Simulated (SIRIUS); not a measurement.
**Ir in SIRIUS: convergence with density tolerance**

Input of the first run (density tolerance 0.01); the others differ in this setting and in those tied to it:

File sirius.json:

```json
{
  "control": {
    "processing_unit": "cpu",
    "std_evp_solver_name": "lapack",
    "gen_evp_solver_name": "lapack",
    "verbosity": 2,
    "print_forces": true,
    "ortho_rf": true,
    "use_second_variation": true,
    "rmt_max": 3.0,
    "num_bands_to_print": 24,
    "save_wf": true
  },
  "parameters": {
    "electronic_structure_method": "full_potential_lapwlo",
    "xc_functionals": ["XC_GGA_X_PBE_SOL", "XC_GGA_C_PBE_SOL"],
    "core_relativity": "dirac",
    "valence_relativity": "iora",
    "num_fv_states": 24,
    "smearing": "fermi_dirac",
    "smearing_width": 0.0018374661,
    "pw_cutoff": 20,
    "gk_cutoff": 3.65,
    "lmax_apw": 11,
    "lmax_rho": 8,
    "lmax_pot": 8,
    "num_mag_dims": 0,
    "auto_rmt": 0,
    "ngridk": [12, 12, 12],
    "shiftk": [0, 0, 0],
    "num_dft_iter": 80,
    "energy_tol": 0.01,
    "density_tol": 0.01,
    "use_symmetry": true
  },
  "settings": {"tol_ne": 1e-10},
  "iterative_solver": {"type": "exact"},
  "mixer": {"type": "anderson", "beta": 0.5, "max_history": 8},
  "unit_cell": {
    "lattice_vectors": [[0.0, 3.6199593643, 3.6199593643], [3.6199593643, 0.0, 3.6199593643], [3.6199593643, 3.6199593643, 0.0]],
    "atom_types": ["Ir"],
    "atom_files": {"Ir": "Ir.json"},
    "atoms": {"Ir": [[0.0, 0.0, 0.0]]}
  }
}
```

Contents of Ir.json:

```json
{
  "name": "iridium",
  "symbol": "Ir",
  "number": 77,
  "mass": 192.217,
  "rmin": 1e-06,
  "rmt": 2.52,
  "nrmt": 800,
  "rinf": 13.6,
  "core": "1s2s2p3s3p3d4s4p4d",
  "valence": [
    {"basis": [{"enu": 0.31, "dme": 0, "n": 0, "auto": 0}, {"enu": 0.31, "dme": 1, "n": 0, "auto": 0}]},
    {"l": 0, "n": 1, "basis": [{"enu": 0.41, "dme": 0, "n": 0, "auto": 0}]},
    {"l": 1, "n": 2, "basis": [{"enu": 0.41, "dme": 0, "n": 0, "auto": 0}]},
    {"l": 2, "n": 3, "basis": [{"enu": 0.41, "dme": 0, "n": 0, "auto": 0}]},
    {"l": 3, "n": 4, "basis": [{"enu": 0.41, "dme": 0, "n": 0, "auto": 0}]},
    {"l": 4, "n": 5, "basis": [{"enu": 0.41, "dme": 0, "n": 0, "auto": 0}]}
  ],
  "lo": [
    {"l": 0, "basis": [{"enu": 0.41, "dme": 0, "n": 0, "auto": 0}, {"enu": 0.41, "dme": 1, "n": 0, "auto": 0}]},
    {
      "l": 0,
      "basis": [{"enu": -2.9441, "dme": 0, "n": 5, "auto": 1}, {"enu": -2.9441, "dme": 1, "n": 5, "auto": 1}]
    },
    {
      "l": 0,
      "basis": [{"enu": -2.9441, "dme": 1, "n": 5, "auto": 1}, {"enu": 0.41, "dme": 0, "n": 0, "auto": 0}]
    },
    {"l": 0, "basis": [{"enu": 0.41, "dme": 0, "n": 0, "auto": 0}, {"enu": 2.9295, "dme": 0, "n": 0, "auto": 0}]},
    {"l": 1, "basis": [{"enu": 0.41, "dme": 0, "n": 0, "auto": 0}, {"enu": 0.41, "dme": 1, "n": 0, "auto": 0}]},
    {
      "l": 1,
      "basis": [{"enu": -1.3621, "dme": 0, "n": 5, "auto": 1}, {"enu": -1.3621, "dme": 1, "n": 5, "auto": 1}]
    },
    {
      "l": 1,
      "basis": [{"enu": -1.3621, "dme": 1, "n": 5, "auto": 1}, {"enu": 0.41, "dme": 0, "n": 0, "auto": 0}]
    },
    {"l": 1, "basis": [{"enu": 0.41, "dme": 0, "n": 0, "auto": 0}, {"enu": 3.3075, "dme": 0, "n": 0, "auto": 0}]},
    {"l": 2, "basis": [{"enu": 0.41, "dme": 0, "n": 0, "auto": 0}, {"enu": 0.41, "dme": 1, "n": 0, "auto": 0}]},
    {"l": 2, "basis": [{"enu": 0.41, "dme": 1, "n": 0, "auto": 0}, {"enu": 0.41, "dme": 2, "n": 0, "auto": 0}]},
    {"l": 2, "basis": [{"enu": 0.41, "dme": 0, "n": 0, "auto": 0}, {"enu": 2.8665, "dme": 0, "n": 0, "auto": 0}]},
    {"l": 3, "basis": [{"enu": 0.41, "dme": 0, "n": 0, "auto": 0}, {"enu": 0.41, "dme": 1, "n": 0, "auto": 0}]},
    {
      "l": 3,
      "basis": [{"enu": -1.6596, "dme": 0, "n": 4, "auto": 1}, {"enu": -1.6596, "dme": 1, "n": 4, "auto": 1}]
    },
    {
      "l": 3,
      "basis": [{"enu": -1.6596, "dme": 1, "n": 4, "auto": 1}, {"enu": 0.41, "dme": 0, "n": 0, "auto": 0}]
    },
    {"l": 3, "basis": [{"enu": 0.41, "dme": 0, "n": 0, "auto": 0}, {"enu": 4.0633, "dme": 0, "n": 0, "auto": 0}]},
    {"l": 4, "basis": [{"enu": 0.41, "dme": 0, "n": 0, "auto": 0}, {"enu": 0.41, "dme": 1, "n": 0, "auto": 0}]},
    {"l": 4, "basis": [{"enu": 0.41, "dme": 0, "n": 0, "auto": 0}, {"enu": 3.4334, "dme": 0, "n": 0, "auto": 0}]}
  ],
  "free_atom": [... radial grid and density of the free atom, the start of the SCF ...]
}
```

sirius_start.json

```json
{
  "control": {
    "processing_unit": "cpu",
    "std_evp_solver_name": "lapack",
    "gen_evp_solver_name": "lapack",
    "verbosity": 1,
    "print_forces": false,
    "ortho_rf": true,
    "use_second_variation": true,
    "rmt_max": 3.0,
    "num_bands_to_print": 24,
    "save_wf": false
  },
  "parameters": {
    "electronic_structure_method": "full_potential_lapwlo",
    "xc_functionals": ["XC_LDA_X", "XC_LDA_C_PW"],
    "core_relativity": "dirac",
    "valence_relativity": "iora",
    "num_fv_states": 24,
    "smearing": "fermi_dirac",
    "smearing_width": 0.0055123983,
    "pw_cutoff": 20,
    "gk_cutoff": 2.92,
    "lmax_apw": 11,
    "lmax_rho": 8,
    "lmax_pot": 8,
    "num_mag_dims": 0,
    "auto_rmt": 0,
    "ngridk": [5, 5, 5],
    "shiftk": [0, 0, 0],
    "num_dft_iter": 30,
    "energy_tol": 0.01,
    "density_tol": 0.05,
    "use_symmetry": true
  },
  "settings": {"tol_ne": 1e-10},
  "iterative_solver": {"type": "exact"},
  "mixer": {"type": "anderson", "beta": 0.5, "max_history": 8},
  "unit_cell": {
    "lattice_vectors": [[0.0, 3.6199593643, 3.6199593643], [3.6199593643, 0.0, 3.6199593643], [3.6199593643, 3.6199593643, 0.0]],
    "atom_types": ["Ir"],
    "atom_files": {"Ir": "Ir.json"},
    "atoms": {"Ir": [[0.0, 0.0, 0.0]]}
  }
}
```

Potentials or basis: all-electron FP-LAPW, apw+lo standard.

The run is started by

```console
$ OMP_NUM_THREADS=1 sirius.scf --input=sirius_start.json --output=start.json
$ OMP_NUM_THREADS=1 sirius.scf --input=sirius.json --output=output.json --task=1
```

Hardware: 1 thread of Arm Neoverse V1, with other jobs on the host.

```tsv
density tolerance	energy less the tightest run, at zero smearing (meV/atom)	SCF cycles	CPU time (s)	peak memory (GiB)
0.01	0.40	3	28	0.34
0.001	-0.04	5	35	0.34
0.0001	-0.02	6	39	0.34
1e-05	-0.02	7	42	0.34
1e-06	-0.02	7	42	0.34
1e-07	0.00	21	90	0.35
```

Against the tightest run, the energy stays within 1 meV/atom from 0.01 on. The tightest run that finished is the yardstick and may itself not be fully converged.

The run has no spin-orbit coupling, so splittings on Ir are missing.
